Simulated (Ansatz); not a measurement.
## SnO2 under changes of volume

One of the cells (14.496 Å³/atom); the others are scaled copies at fixed shape and fractional positions:

```xyz
3
Lattice="1.6171 0.9336 4.8006 -1.6171 0.9336 4.8006 0.0000 -1.8673 4.8006" Properties=species:S:1:pos:R:3 pbc="T T T"
Sn    0.0000    0.0000    7.2009
O     0.0000    0.0000   10.9861
O     0.0000    0.0000    3.4157
```

Measurements of this composition are mostly on another form, of space group No. 136.

- Program: Ansatz 0.2.0
- Functional: PBEsol
- Potentials or basis: all-electron LAPW, scalar-relativistic
- Cutoff: 353 eV (chosen from the basis error)
- Basis error allowed: 0.002 eV/atom
- k mesh: 10 × 10 × 10
- Occupations: fermi-dirac, width 0.05 eV
- Spin: no spin polarisation

```csv
volume (Å³/atom),energy over the lowest point (meV/atom),pressure (GPa),gap on the mesh (eV),largest force (eV/Å)
13.626,4.55,4.3,2.28,0.293
13.916,0.00,0.8,2.13,0.041
14.206,?,?,?,?
14.496,8.34,-5.1,1.87,0.398
14.785,19.95,-7.6,1.75,0.590
15.075,35.77,-9.8,1.64,0.765
15.365,55.33,-11.8,1.53,0.924
```

Task: What does the run at 14.206 Å³/atom give?

Result: Energy over the lowest point 1.49 meV/atom; pressure -2.4 GPa; gap on the mesh 2.00 eV; largest force 0.188 eV/Å.

Worked out: A Birch-Murnaghan fit of order 3 (a polynomial in V^(-2/3)) to the other rows has its minimum at 13.98 Å³/atom with B0 = V·E''(V) = 157 GPa and B' = 4.8 at fixed shape and positions, which overstates the stiffness. It gives 1.49 meV/atom at 14.206 Å³/atom, against the run's 1.49, and -dE/dV = -2.4 GPa, against -2.4. A straight line through the other rows of the gap, of slope -6.23 eV per unit of ln V, gives 2.01 eV, against the run's 2.00.

Energies are extrapolated to zero smearing.

Caveats: spin-orbit coupling is left out, which moves the levels of the heavy elements.

A mesh can miss the band edges.

The runs don't all hold the same shells in valence.
